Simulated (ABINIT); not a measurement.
The system is PbS.

```
CELL_PARAMETERS angstrom
4.08970 0.00000 0.00000
-2.04485 3.54178 0.00000
0.00000 0.00000 3.78817
ATOMIC_POSITIONS crystal
Pb 0.00000 0.00000 0.00000
S 0.66667 0.33333 0.50000
```

Measurements of this composition are mostly on another form, of space group No. 225.

Base run:

```yaml
Program: ABINIT 10.8.3 (patched build)
Functional: AM05
Potentials_or_basis: JTH PAW PBE v2.0
Cutoff: 707 eV
k_mesh: 8 × 8 × 7
Occupations: fermi-dirac, width 0.05 eV
Spin: no spin polarisation
```

Its results: pressure -2.4 GPa.

After a change of settings the same cell gave: pressure -1.7 GPa. Which change was it?
A. functional from AM05 to SCAN
B. functional from AM05 to PBEsol
C. functional from AM05 to LDA
D. functional from AM05 to BLYP

A.

Caveats: the PAW data sets were made with another functional, which shifts forces and pressure a little.
